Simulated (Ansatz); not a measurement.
# Ti2C (R-3m): single point

What energy and properties does Ti2C (R-3m) have at the given structure? Wanted for Ti2C (R-3m): a single point.

Computed with the Python package of Ansatz 0.2.0. Level of theory: DFT PBEsol+D3(BJ), plane waves, PAW.

## 1. The structure

The structure is trigonal, space group R-3m (No. 166). Conventional cell: a = 3.081 Å, b = 3.081 Å, c = 14.441 Å, α = 90.00°, β = 90.00°, γ = 120.00°. Ti (site symmetry 3m) has 3 C at 2.11 Å as nearest neighbours. C (site symmetry -3m) is surrounded by 6 Ti at 2.11 Å.

The script holds or builds the structure itself.

## 2. The script

Contents of scf_ti2c.py:

```python
"""Ground state of Ti2C at the given structure."""

from pathlib import Path

import ansatz as az

crystal = (
    az.Lattice.of((1.5407, 0.8895, 4.8138), (-1.5407, 0.8895, 4.8138), (0.0, -1.779, 4.8138))
    .atom("Ti", (0.2455, 0.2455, 0.2455))
    .atom("Ti", (0.7545, 0.7545, 0.7545))
    .atom("C", (0.5, 0.5, 0.5))
)

# functional, basis and sampling
calc = (
    crystal.calculation()
    .occupations("Fermi-Dirac", width=0.1)
    .kpoints(10, 10, 10)
    .scf(tolerance=1e-08)
    .functional("pbesol", dispersion="D3(BJ)")
    .populations()
)
def show(event):
    row = event["data"]
    if event["event"] == "scf_iter" and row.get("free_energy_ev") is not None:
        print(f"  iteration {row['iter']:3d}  F = {row['free_energy_ev']:.6f} eV  residual {row['dr2_ev']:.2e}")


done = calc.session().plan().execute(on_event=show)
r = done.report

energy = r["free_energy_ev"]
print("Ti2C: {:.6f} eV = {:.6f} Ry = {:.6f} Ha".format(energy, energy / 13.605693, energy / 27.211386))
print("Fermi level {:.4f} eV, {} k-points, {} symmetry operations".format(r["fermi_energy_ev"], r["n_kpoints"], r["n_symmetry_ops"]))

files = Path(done.write_results("tables"))
print((files / "populations.tsv").read_text())

print(calc.to_yaml())
```

## 3. Launch

On the command line:

```sh
> python scf_ti2c.py
```

Output:

```text
DeckWarning: 8 symmetry operations that the atoms keep within the bar at which the run's group was sought (crystal.symmetry.tolerance 1.0e-5, or twice it) were not taken beside the 4 unitary ones that the detection took (of a slab, those that keep its plane). If the more symmetric cell is meant, write the vectors of [...]
DeckWarning: basis.ecutwfc = 420 eV, auto-derived from the records' recommended cutoffs: set by Ti (normal level)
  iteration   8  F = -5197.962845 eV  residual 1.46e-09
Ti2C: -5197.962845 eV = -382.043226 Ry = -191.021613 Ha
Fermi level 13.1483 eV, 282 k-points, 4 symmetry operations
# site	symbol	l	j	q
# orbitals = lowdin
# n_electrons = 28.000000
# spilling = 0.007752
0	Ti	0_3S	-	1.909367
0	Ti	0_4S	-	0.698306
0	Ti	1_3P	-	5.983552
0	Ti	2_3D	-	2.872790
1	Ti	0_3S	-	1.909367
1	Ti	0_4S	-	0.698306
1	Ti	1_3P	-	5.983552
1	Ti	2_3D	-	2.872790
2	C	0_2S	-	1.385398
2	C	1_2P	-	3.469509

crystal:
  lattice:
    - [1.5407, 0.8895, 4.8138]
    - [-1.5407, 0.8895, 4.8138]
    - [0.0, -1.779, 4.8138]
  atoms:
    - { symbol: Ti, position: [0.2455, 0.2455, 0.2455] }
    - { symbol: Ti, position: [0.7545, 0.7545, 0.7545] }
    - { symbol: C, position: [0.5, 0.5, 0.5] }
kpoints:
  mp_grid:
    grid: [10, 10, 10]
hamiltonian:
  xc: pbesol
  dispersion: d3bj
scf:
  convergence:
    dr2_threshold: 1.0e-08
  occupations:
    method: fermi_dirac
    width: 0.1
output:
  populations: true
```

(Warnings from the package without file and line, shortened.)

It took 10 s on 1 thread, shared host.

Lines on the test bed's own set-up are left out of the output.

## 4. The run's own record

From the engine's report, whether the script printed it or not:

| item | value |
| --- | --- |
| SCF cycles in all | 8 |
| k-points solved | 282 |
| plane waves | 785 |
| bands | 18 |
| valence electrons | 28 |
| free energy (eV) | -5197.96284 |
| Fermi level (eV) | 13.148 |
| lowest empty less highest filled level on the mesh, by band count (eV) | -0.812 |

## 5. The command-line twin

Run from a file, the same calculation prints its log.

Contents of input.yaml:

```yaml
crystal:
  lattice:
    - [1.5407, 0.8895, 4.8138]
    - [-1.5407, 0.8895, 4.8138]
    - [0.0, -1.779, 4.8138]
  atoms:
    - { symbol: Ti, position: [0.2455, 0.2455, 0.2455] }
    - { symbol: Ti, position: [0.7545, 0.7545, 0.7545] }
    - { symbol: C, position: [0.5, 0.5, 0.5] }
kpoints:
  mp_grid: { grid: [10, 10, 10] }
hamiltonian:
  xc: pbesol
  dispersion: d3bj
scf:
  convergence: { dr2_threshold: 1.0e-08 }
  occupations: { method: fermi_dirac, width: 0.1 }
output:
  populations: true
```

On the command line:

```sh
> ansatz run input.yaml --threads 1 --pin off --max-ram 3072MiB --backend cpu --events-out ev --progress --plain --runs-dir out
```

Output, cut to the lines that bear on the results:

```text
Warning: 8 symmetry operations that the atoms keep within the bar at which the run's group was sought (crystal.symmetry.tolerance 1.0e-5, or twice it) were not taken beside the 4 unitary ones that the detection took (of a slab, those that keep its plane). If the more symmetric cell is [...]
Warning: RAYON_NUM_THREADS=1 ignored (pool sized by the plan → 1); use --threads N
[...]
Pseudopotentials: kind: paw
Pseudopotential: Ti, paw, valence charge 12, recommended cutoff 420 eV (normal), Ti.paw.azcp
Pseudopotential: C, paw, valence charge 4, recommended cutoff 420 eV (normal), C.paw.azcp
Functional definition: PBEsol
[...]
Crystal: 3 atoms, lattice volume = 39.583 Å³
Basis set: ecut = 420 eV, 785 PW (Γ), FFT grids on a1−a3, a2−a3, a3
Bands: 18, of which v1, the nominal top of the filled ones, is band 14 counted from 1 (13 counted from 0)
Symmetry: 4 space group operations
Space group: C2/m (ITA 12), of the structure as read, at distance tolerance 3.4e-5 Å
k-points: 282 of 1000
[...]
SCF iter   1: F=—  HF=-5197.971541 eV  |F-HF|=—  |Δ(HF+E_count)|=         —  Δρ=8.50e-3  dr2=2.35e-2  ethr=1.77e-3  ⟨swp⟩=4.2  Hψ=20824  notcnv=0
[...]
SCF iter   8: F=-5197.962845 eV  HF=-5197.962845 eV  |F-HF|=8.79e-10  |Δ(HF+E_count)|=   3.26e-9  Δρ=1.80e-6  dr2=1.46e-9  ethr=3.57e-11  ⟨swp⟩=2.1  Hψ=10407  notcnv=0
[...]
SCF converged after 8 iterations
Free energy (F): -5197.962845 eV
[...]
E sigma→0 (E₀):  -5197.930844 eV
Entropy (-TS):   -0.064002 eV (-21.334 meV/atom)
Fermi energy:    13.148284 eV
[...]
--- Band table (eV; the first three rows and the last of 282) ---
  k-point 0: bands = ["-43.3076", "-43.2044", "-19.9971", "-19.4779", "-19.4779", "-19.4240", "-19.4004", "-19.4004", "1.8299", "8.3073", "10.6182", "10.6184", "11.1446", "13.6479", "13.6481", "14.1685", "15.1079", "15.1080"]
[...]
--- Löwdin populations: 3 sites ---
  site symbol       q [e]
     0     Ti     11.4640
     1     Ti     11.4640
     2      C      4.8549
  spilling = 0.007752 (of n_electrons = 28.000000)
```

Wall time 9.6 s (1 thread of an Arm CPU, shared host); peak memory 0.42 GiB.

Script and command line differ by 0.000 meV in the energy.

## 6. Outcome

```
       quantity                               value
    free energy  -5197.9628 eV (-1732.6543 eV/atom)
gap on the mesh                                none
```

**Reading.** Filled and empty levels meet on the mesh: no gap at this level. For a metal this k-point mesh is coarse: on a finer one energies can move by several to tens of meV an atom and pressures by half a GPa or more, differences at one mesh by less. The zero of the levels is a convention of the potentials, so an absolute Fermi energy is no work function. The structure comes from a database of computed cells and needn't be a stable or known phase.
